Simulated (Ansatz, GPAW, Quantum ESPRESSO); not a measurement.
**One calculation of InAs, 5 ways**

```
CELL_PARAMETERS angstrom
0.00000 3.01800 3.01800
3.01800 0.00000 3.01800
3.01800 3.01800 0.00000
ATOMIC_POSITIONS crystal
In 0.00000 0.00000 0.00000
As 0.75000 0.75000 0.75000
```

Alike in all runs: task band structure; functional LDA; k mesh 8 × 8 × 8; occupations fermi-dirac, width 0.05 eV; no spin polarisation; no spin-orbit coupling. LDA stands for any of its common fits. Pressure is positive in compression and, in plane waves, holds the error of the finite cutoff, which Ansatz's Pulay term estimates and takes out.

```csv
program and potentials,plane-wave cutoff (eV),notes,pressure (GPa)
"Ansatz, Ansatz PAW",420,"potentials made for PBE, which Ansatz adapts in part; 14 valence electrons an atom on average; Pulay term of +0.03 GPa included",-0.28
"Quantum ESPRESSO, PseudoDojo 0.4.1 SR LDA standard",1088,14 valence electrons an atom on average,-0.48
"GPAW, the program's PAW data sets (release 1.2.1) made for this functional",600,9 valence electrons an atom on average,-0.51
"Ansatz, all-electron LAPW, scalar-relativistic",-,-,-0.27
"Quantum ESPRESSO, GBRV 1.5 LDA",612,9 valence electrons an atom on average,-0.63
```

The pressure spans -0.63 (Quantum ESPRESSO, GBRV 1.5 LDA) to -0.27 GPa (Ansatz, all-electron LAPW, scalar-relativistic), with all-electron results at -0.27.

The functional is the same throughout but for its coding, so the spread measures potentials, basis and numerics; runs on potential files found faulty are left out.
